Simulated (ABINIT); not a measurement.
**Bi in ABINIT: the effect of functional**

Bi:

```
Bi
1.0
     2.26750    1.30914    3.93800
    -2.26750    1.30914    3.93800
     0.00000   -2.61828    3.93800
Bi
2
Direct
  0.76600 0.76600 0.76600
  0.23400 0.23400 0.23400
```

Alike in all runs:

```yaml
Program: ABINIT 10.8.3 (patched build)
Task: band structure
Potentials_or_basis: JTH PAW PBE v2.0
Cutoff: 707 eV
k_mesh: 7 × 7 × 7
Occupations: fermi-dirac, width 0.05 eV
Spin: no spin polarisation
```

Question: One run gave: pressure 1.6 GPa; largest force 0.21 eV/Å. Which functional did it use?
A. r2SCAN
B. PBEsol
C. PBE
D. LDA
E. RPBE

Answer: C.

| functional | pressure (GPa) | largest force (eV/Å) |
| --- | --- | --- |
| PBE | 1.6 | 0.21 |
| LDA | -2.0 | 0.06 |
| PBEsol | -0.8 | 0.14 |
| RPBE | 3.0 | 0.24 |
| BLYP | 4.9 | 0.21 |
| AM05 | -0.5 | 0.10 |
| r2SCAN | 0.8 | 0.04 |

Caveats: the PAW data sets were made with another functional, which shifts forces and pressure a little (some runs).
